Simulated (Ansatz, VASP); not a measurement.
## TiSi2: VASP beside Ansatz

```
Ti Si
1.0
     4.56046    0.00000    0.00000
     0.00000    4.56046    0.00000
     0.00000    0.00000    5.13487
Ti Si
2 4
Direct
  0.00000 0.50000 0.71399
  0.50000 0.00000 0.71399
  0.00000 0.50000 0.20743
  0.50000 0.00000 0.20743
  0.00000 0.00000 0.97639
  0.50000 0.50000 0.97236
```

Alike in both runs: functional PBE; k mesh 4 × 4 × 4; occupations gaussian, width 0.1 eV; no spin polarisation.

Ansatz relaxed the structure, and its values are those at the end. VASP's run is a single point on that final structure, the one shown.

|  | VASP | Ansatz |
| --- | --- | --- |
| version | VASP 6.6.1 | Ansatz 0.2.0 |
| potentials or method | VASP PAW PBE potentials, release 64 (Ti_sv, Si) | scalar-relativistic, plane waves, PAW |
| plane-wave cutoff (eV) | 520 | 420 |
| valence electrons in the cell | 40 | 40 |

|  | VASP | Ansatz | Ansatz less VASP |
| --- | --- | --- | --- |
| gap on the k mesh at the Fermi level (eV) | none | none | - |
| pressure (GPa) | 0.0 | 0.0 | +0.03 |
| rms of the force components (eV/Å) | 0.005 | 0.005 | +0.0006 |

A gap of «none» marks a metal or a gap that the smearing closes.
